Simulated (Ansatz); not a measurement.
The cell is COD entry 1000026, as deposited and not checked against the literature; nothing was relaxed.

An input for MgB$_{2}$: DFT, PBE, all-electron LAPW, scalar-relativistic (Ansatz 0.2.0).

Command: `ansatz run input.yaml --threads 1 --pin off --max-ram 4096MiB --backend cpu --events-out ev --progress --plain --runs-dir out` The run took 33 s on 1 thread of Arm Neoverse V2, with other jobs on the host, peak memory 0.5 GiB.

```yaml
crystal:
  lattice:
    - [3.0850007055, 0.0, 0.0]
    - [-1.5425003528, 2.6716889817, 0.0]
    - [0.0, 0.0, 3.523]
  atoms:
    - { symbol: Mg, position: [0.0, 0.0, 0.0] }
    - { symbol: B, position: [0.3333333333, 0.6666666667, 0.5] }
    - { symbol: B, position: [0.6666666667, 0.3333333333, 0.5] }
kpoints:
  mp_grid: { grid: [15, 15, 12] }
  band_path:
    path:
      - [0.0, 0.0, 0.0]
      - [0.5, 0.0, 0.0]
      - [0.3333333333, 0.3333333333, 0.0]
      - [0.0, 0.0, 0.0]
      - [0.0, 0.0, 0.5]
      - [0.5, 0.0, 0.5]
      - [0.3333333333, 0.3333333333, 0.5]
      - [0.0, 0.0, 0.5]
      - [0.5, 0.0, 0.5]
    npoints: 14
scf:
  occupations: { method: fermi_dirac, width: 0.05 }
hamiltonian:
  xc: pbe
  pseudopotentials: { kind: all_electron, lapw: { basis_error: 0.0005 } }
output:
  forces: true
  stress: true
  eigenvalues: true
  populations: true
  dos: { projected: true, de: 0.2, e_range: [-14, 8] }
```

Set-up and iterations as logged by Ansatz (the results part is left out, to be predicted):

```
Mg: projections on atomic orbitals take those of the free atom 1s2 2s2 2p6 3s2, of charge +0.00 (hamiltonian.pseudopotentials.projection_atoms)
B: projections on atomic orbitals take those of the free atom 1s2 2s2 2p1, of charge +0.00 (hamiltonian.pseudopotentials.projection_atoms)
LAPW: plane waves up to 9.246 Å⁻¹, error target 5.0e-4 eV per atom; small_component_spin mean_spin; B in spheres of 0.891 Å, 5 of its electrons in bands, Dirac shells []; Mg in spheres of 1.092 Å, 10 of its electrons in bands, Dirac shells []
Engine: ansatz 0.2.0
Pseudopotentials: kind: all_electron
Pseudopotential: Mg, LAPW, valence charge 10, Koelling and Harmon's equation, gaussian nucleus
Pseudopotential: B, LAPW, valence charge 5, Koelling and Harmon's equation, gaussian nucleus
Functional definition: PBE
  parameter kappa = 0.804
  parameter beta = 0.06672455060314922
  exchange = pbe_x(kappa = kappa, mu = beta*pi^2/3)
  correlation = pbe_c(beta = beta)
Crystal: 3 atoms, lattice volume = 29.037 Å³
Basis set: ecut = 325.72673758064195 eV, 401 PW (Γ), exchange–correlation at level 2
Bands: 14, of which v1, the nominal top of the filled ones, is band 10 counted from 1 (9 counted from 0)
Symmetry: 24 space group operations
Space group: P6/mmm (ITA 191), of the structure as read, at distance tolerance 3.1e-5 Å
k-points: 189 of 2700
Non-local potential: Mg, projectors of the file, none
Non-local potential: B, projectors of the file, none
Initial density: superposition of atomic densities (chi_scale 0.1, normalization cell, long waves kept (reshape's long-wave potential 0.00 eV rms))
Initial wavefunctions: plane waves of lowest kinetic energy (no species holds an atomic orbital)
Functional: x = pbe(κ = 0.804, μ = 0.2195149727645171), c = pbe(β = 0.06672455060314922)
iter 1 solved again at ethr=2.01e-2 eV; its pass at ethr=1.00e-1 eV (dr2=4.01e0 eV) is discarded
SCF iter   1: F=—  HF=-6805.810667 eV  |F-HF|=—  |Δ(HF+E_count)|=         —  Δρ=8.47e-2  dr2=4.02e0  ethr=2.01e-2  ⟨swp⟩=2.0  Hψ=19129  notcnv=0
SCF iter   2: F=—  HF=-6804.806511 eV  |F-HF|=—  |Δ(HF+E_count)|=    1.00e0  Δρ=5.37e-2  dr2=1.77e0  ethr=2.01e-2  ⟨swp⟩=2.0  Hψ=7191  notcnv=0
iter 3 solved again at ethr=8.42e-4 eV; its pass at ethr=8.84e-3 eV (dr2=1.68e-1 eV) is discarded
SCF iter   3: F=—  HF=-6804.224025 eV  |F-HF|=—  |Δ(HF+E_count)|=   5.82e-1  Δρ=1.87e-2  dr2=1.69e-1  ethr=8.42e-4  ⟨swp⟩=2.0  Hψ=14356  notcnv=0  defer=1
SCF iter   4: F=—  HF=-6804.161873 eV  |F-HF|=—  |Δ(HF+E_count)|=         —  Δρ=2.04e-3  dr2=8.20e-4  ethr=8.42e-4  ⟨swp⟩=3.0  Hψ=8232  notcnv=0  defer=1
the basis was enlarged: its passes take 241.5 KiB over the memory plan, 1 of 1 planned eigensolver slots
SCF iter   5: F=—  HF=-6804.161556 eV  |F-HF|=—  |Δ(HF+E_count)|=   3.18e-4  Δρ=7.65e-4  dr2=2.85e-4  ethr=4.10e-6  ⟨swp⟩=3.0  Hψ=7175  notcnv=0
SCF iter   6: F=—  HF=-6804.161480 eV  |F-HF|=—  |Δ(HF+E_count)|=   7.62e-5  Δρ=1.45e-4  dr2=9.94e-6  ethr=1.42e-6  ⟨swp⟩=2.8  Hψ=6656  notcnv=0
SCF iter   7: F=—  HF=-6804.161479 eV  |F-HF|=—  |Δ(HF+E_count)|=   3.53e-7  Δρ=2.15e-5  dr2=2.28e-7  ethr=4.97e-8  ⟨swp⟩=3.0  Hψ=7106  notcnv=0
SCF iter   8: F=-6804.161479 eV  HF=-6804.161479 eV  |F-HF|=2.81e-9  |Δ(HF+E_count)|=   7.71e-8  Δρ=2.79e-6  dr2=3.63e-9  ethr=1.14e-9  ⟨swp⟩=3.0  Hψ=6755  notcnv=0
```

(1) What pressure will this run report?

(2) Is there a band gap?

Results:

(1) -1.09 GPa (positive in compression).

(2) none: bands cross the Fermi level, a metal.
